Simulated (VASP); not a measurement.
# A VASP 6.6.1 single-point calculation on InP

INCAR

```
LREAL = .FALSE.
IBRION = -1
ISMEAR = -1
PREC = Accurate
SIGMA = 0.02
NBANDS = 16
NELM = 120
LASPH = .TRUE.
EDIFF = 1E-7
GGA = PE
ISIF = 2
LWAVE = .FALSE.
LCHARG = .FALSE.
ENCUT = 250
NSW = 0
```

KPOINTS

```
KPOINTS created by Atomic Simulation Environment
0
Monkhorst-Pack
8 8 8
0 0 0
```

POSCAR

```
In P
 1.0000000000000000
     0.0000000000000000    2.9537876347999998    3.0128633874999999
     2.9537876347999998    0.0000000000000000    3.0128633874999999
     2.9537876347999998    2.9537876347999998    0.0000000000000000
 In  P
   1   1
Cartesian
  0.0000000000000000  0.0000000000000000  0.0000000000000000
  1.4768938173999999  1.4768938173999999  1.5064316937500000
```

The recommended PBE PAW datasets give the neutral cell 18 valence electrons.

Command

```
mpirun -np 1 vasp_std
```

OSZICAR

```
N       E                     dE             d eps       ncg     rms          rms(c)
DAV:   1     0.861170411503E+02    0.86117E+02   -0.56819E+03  4736   0.715E+02
DAV:   2    -0.417086780981E+01   -0.90288E+02   -0.87215E+02  5360   0.217E+02
DAV:   3    -0.871082399088E+01   -0.45400E+01   -0.45288E+01  5968   0.532E+01
DAV:   4    -0.879866468288E+01   -0.87841E-01   -0.87829E-01  6240   0.811E+00
DAV:   5    -0.880131215689E+01   -0.26475E-02   -0.26474E-02  6152   0.113E+00    0.550E+00
DAV:   6    -0.842505785987E+01    0.37625E+00   -0.59996E-01  7328   0.108E+01    0.335E+00
DAV:   7    -0.839951392394E+01    0.25544E-01   -0.14321E-01  6544   0.264E+00    0.130E+00
DAV:   8    -0.840000286698E+01   -0.48894E-03   -0.13420E-02  5504   0.124E+00    0.258E-01
DAV:   9    -0.840056516038E+01   -0.56229E-03   -0.10181E-03  6104   0.318E-01    0.135E-01
DAV:  10    -0.840074026091E+01   -0.17510E-03   -0.22383E-04  6128   0.186E-01    0.787E-02
DAV:  11    -0.840082551303E+01   -0.85252E-04   -0.14082E-04  5768   0.956E-02    0.361E-02
DAV:  12    -0.840082456198E+01    0.95105E-06   -0.68203E-06  5336   0.185E-02    0.741E-03
DAV:  13    -0.840082512269E+01   -0.56071E-06   -0.19997E-06  5880   0.683E-03    0.685E-03
DAV:  14    -0.840082524186E+01   -0.11917E-06   -0.14546E-07  6184   0.419E-03    0.132E-03
DAV:  15    -0.840082525752E+01   -0.15654E-07   -0.13132E-08  3912   0.704E-04
   1 F= -.84008253E+01 E0= -.84008253E+01  d E =-.457203E-11
```

From OUTCAR

```
k-points           NKPTS =    144   k-points in BZ     NKDIM =    144   number of bands    NBANDS=     16

   NELECT =      18.0000    total number of electrons

   dimension x,y,z NGX =    24 NGY =   24 NGZ =   24
   dimension x,y,z NGXF=    48 NGYF=   48 NGZF=   48

  energy-cutoff  :      250.00
  volume of cell :       52.57
      direct lattice vectors                 reciprocal lattice vectors
     0.000000000  2.953787635  3.012863387    -0.169274187  0.169274187  0.165955085
     2.953787635  0.000000000  3.012863387     0.169274187 -0.169274187  0.165955085
     2.953787635  2.953787635  0.000000000     0.169274187  0.169274187 -0.165955085

 k-points in reciprocal lattice and weights: KPOINTS created by Atomic Simulation Env
   0.06250000  0.06250000  0.06250000       0.004
   0.18750000  0.06250000  0.06250000       0.008
   0.31250000  0.06250000  0.06250000       0.008
   0.43750000  0.06250000  0.06250000       0.008
  -0.43750000  0.06250000  0.06250000       0.008
  -0.31250000  0.06250000  0.06250000       0.008
  -0.18750000  0.06250000  0.06250000       0.008
  -0.06250000  0.06250000  0.06250000       0.008
   ...

 E-fermi :   5.1204

 k-point     1 :       0.0625    0.0625    0.0625
  band No.  band energies     occupation
      1      -9.3584      2.00000
      2      -9.3500      2.00000
      3      -9.3469      2.00000
      4      -9.2214      2.00000
      5      -9.2183      2.00000
      6      -6.4646      2.00000
      7       4.0692      2.00000
      8       4.6469      2.00000
      9       4.7109      2.00000
     10       5.7190      0.00000
     11       8.8165      0.00000
     12       8.8870      0.00000
     13       8.9166      0.00000
     14      13.3348      0.00000
     15      13.7651      0.00000
     16      14.0393      0.00000

 k-point     2 :       0.1875    0.0625    0.0625
  band No.  band energies     occupation
      1      -9.3782      2.00000
      2      -9.3441      2.00000
      3      -9.3366      2.00000
      4      -9.2219      2.00000
      5      -9.2175      2.00000
      6      -6.2465      2.00000
      7       2.7682      2.00000
      8       4.2123      2.00000
      9       4.5600      2.00000
     10       6.4983      0.00000
     11       8.8590      0.00000
     12       9.0907      0.00000
     13       9.4988      0.00000
     14      12.9702      0.00000
     15      13.5979      0.00000
     16      14.2746      0.00000

 k-point     3 :       0.3125    0.0625    0.0625
  band No.  band energies     occupation
      1      -9.4139      2.00000
      2      -9.3309      2.00000
      3      -9.3240      2.00000
      4      -9.2203      2.00000
      5      -9.2140      2.00000
      6      -5.7463      2.00000
      7       1.0705      2.00000
      8       3.7916      2.00000
      9       4.2180      2.00000
     10       6.6150      0.00000
     11       9.4520      0.00000
     12       9.5448      0.00000
     13      10.1664      0.00000
     14      12.9259      0.00000
     15      13.6360      0.00000
     16      14.2420      0.00000

 ...

  Total        0.1017269      0.1017269     -0.1741748      0.0000000     -0.0000000      0.0000000
  in kB        3.1001202      3.1001202     -5.3079638      0.0000000     -0.0000000      0.0000000
  external PRESSURE =       0.2974255 kB  Pullay stress =       0.0000000 kB

 POSITION                                       TOTAL-FORCE (eV/Angst)
 -----------------------------------------------------------------------------------
      0.00000      0.00000      0.00000        -0.000000     -0.000000     -0.000000
      1.47689      1.47689      1.50643         0.000000      0.000000      0.000000
 -----------------------------------------------------------------------------------
    total drift:                                0.000001      0.000001      0.000001

  FREE ENERGIE OF THE ION-ELECTRON SYSTEM (eV)
  ---------------------------------------------------
  free  energy   TOTEN  =        -8.4008252575 eV

  energy  without entropy=       -8.4008252575  energy(sigma->0) =       -8.40082526
```

It converged. Results: gap between bands v and c on the k mesh 1.01 eV; least direct gap on the k mesh 1.01 eV; pressure 0.0 GPa. Band v is the last that the valence electrons fill when counted band by band, and c is the next.

These settings aren't sound, so the numbers aren't properties of the crystal. The shifted mesh misses Γ, so a band edge there is missed.

On sound settings PBE gives a gap of 0.44 eV on its mesh and a pressure of 0.3 GPa for the intended cell.

The run took about 25 s on one core of a shared host (Intel Xeon Platinum 8488C) and held 0.16 GiB at most.
